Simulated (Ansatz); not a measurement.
Relax this structure to zero stress and force, keeping its symmetry:

Space group P6_3/mmc (No. 194). a = 3.831 Å, b = 3.831 Å, c = 6.333 Å, α = 90.00°, β = 90.00°, γ = 120.00°
```tsv
atom	site	symmetry	x	y	z
Si	4f	3m.	0.3333	0.6667	0.0630
```

Computed with DFT LDA, scalar-relativistic, plane waves, PAW (Ansatz).

Plane waves to 420 eV, a k mesh through Γ of 12×12×6 on the computed 4-atom cell and Gaussian smearing (0.02 eV); no spin polarisation.

Question: What does it relax to?

Answer: The volume decreases by 0.44 Å³/atom to 19.68 Å³/atom, and the energy falls by 2.9 meV/atom. Final structure:
```
CELL_PARAMETERS angstrom
3.80198 0.00000 0.00000
-1.90099 3.29261 0.00000
0.00000 0.00000 6.28912
ATOMIC_POSITIONS crystal
Si 0.33333 0.66667 0.06303
Si 0.66667 0.33333 0.56303
Si 0.33333 0.66667 0.43697
Si 0.66667 0.33333 0.93697
```

This form isn't the element's structure at ambient conditions.